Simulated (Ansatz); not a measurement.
Something may be wrong with this Ansatz 0.2.0 calculation of Al.

The input input.yaml:

```yaml
crystal:
  lattice:
    - [0.026635, 2.002456, 2.062558]
    - [2.058275, -0.002232, 2.091425]
    - [2.014575, 1.987624, 0.041467]
  atoms:
    - { symbol: Al, spin: 0.501, spin_axis: [0.354, 0.354, 0.0], position_ang: [0.0, 0.0, 0.0] }
hamiltonian:
  xc: pbe96
  pseudopotentials: { kind: paw, source: jth }
  dispersion: d4
magnetization:
  noncollinear: true
  spin_orbit: false
kpoints:
  mp_grid: { grid: [9, 9, 9] }
  band_path:
    path:
      - [[-0.5, -0.5, -0.5], [0.0, 0.0, 0.0], [0.0, 0.5, 0.0]]
      - [[-0.5, 0.0, -0.5], [0.0, 0.0, 0.0], [0.5, 0.0, 0.0]]
      - [[0.0, -0.5, -0.5], [0.0, 0.0, 0.0], [0.5, 0.5, 0.0]]
      - [[0.0, 0.0, -0.5], [0.0, 0.0, 0.0]]
    npoints: 14
scf:
  occupations: { method: fermi_dirac, width: 0.025 }
  n_extra_bands: 6
  max_iter: 60
output:
  forces: true
  stress: true
  eigenvalues: true
  fatbands: false
```

Potentials or basis: JTH PAW.

The run is started by

```console
$ ansatz run input.yaml --threads 1 --pin off --max-ram 2560MiB --backend cpu --events-out ev --progress --plain --runs-dir out
```

Output:

```text
Error: YAML parse error: error: line 9 column 7: hamiltonian.xc: unknown variant `pbe96`, expected one of `lda`, `lda-pw`, `pw92`, `pbe`, `pbesol`, `rpbe`, `revpbe`, `blyp`, `pbe0`, `revpbe0`, `b3lyp`, `b3lyp5`, `hse06`, `wpbeh`, `hiss`, `lc_wpbe`, `cam_b3lyp`, `hf`, `r2scan`, `r2scanh`, `r2scan0`, `r2scan50`, `mr2scan`
  --> <input>:9:7
   |
 7 |     - { symbol: Al, spin: 0.501, spin_axis: [0.354, 0.354, 0.0], positi…
 8 | hamiltonian:
 9 |   xc: pbe96
   |       ^ hamiltonian.xc: unknown variant `pbe96`, expected one of `lda`, `lda-pw`, `pw92`, `pbe`, `pbesol`, `rpbe`, `revpbe`, `blyp`, `pbe0`, `revpbe0`, `b3lyp`, `b3lyp5`, `hse06`, `wpbeh`, `hiss`, `lc_wpbe`, `cam_b3lyp`, `hf`, `r2scan`, `r2scanh`, `r2scan0`, `r2scan50`, `mr2scan`
10 |   pseudopotentials: { kind: paw, source: jth }
11 |   dispersion: d4
   |
```

Problem. Diagnose the run.

Solution. The input was rejected before any iteration. The input holds a flaw that was put in on purpose: an unknown functional (hamiltonian.xc = pbe96).
